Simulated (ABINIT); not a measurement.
TiC: single point with PBEsol

The system is TiC.

```
Ti C
1.0
     0.00000    2.16572    2.16572
     2.16572    0.00000    2.16572
     2.16572    2.16572    0.00000
Ti C
1 1
Direct
  0.98208 0.02153 0.99282
  0.48439 0.50743 0.51417
```

The cell is a database's computed one.

The cell isn't the ideal one: atoms moved at random, drawn with an rms of 0.05 Å.

```
Program             : ABINIT 10.8.3 (patched build)
Task                : single point
Functional          : PBEsol
Potentials or basis : PseudoDojo NC SR PBEsol v0.4.1 standard
Cutoff              : 1143 eV
k mesh              : 11 × 11 × 11
Occupations         : fermi-dirac, width 0.05 eV
Spin                : no spin polarisation
```

```yaml
Pressure: -6.1 GPa
Largest_force: 0.553 eV/Å
Band_gap_on_the_k_mesh: none (metal or under the smearing width)
Valence_electrons_inside_the_program's_atomic_spheres: Ti 9.54; C 3.89
```

Forces in eV/Å, atoms in the order of the input:
```
Ti   0.148  0.476 -0.240
C   -0.148 -0.476  0.240
```

Stress tensor (GPa, compression positive):
```
-6.39 -0.13  0.07
-0.13 -5.70  0.21
 0.07  0.21 -6.26
```

Levels at points of the mesh, in eV from the Fermi level:
| k point | band 4 | band 5 | band 6 | band 7 | band 8 | band 9 | band 10 | band 11 | band 12 |
| --- | --- | --- | --- | --- | --- | --- | --- | --- | --- |
| (0.00, 0.00, 0.00) | -32.52 | -12.45 | 0.47 | 0.51 | 0.60 | 1.21 | 1.50 | 1.79 | 2.03 |

It took 7.6 min on 1 thread of Arm Neoverse V2, on a shared host, peak memory 0.29 GiB.
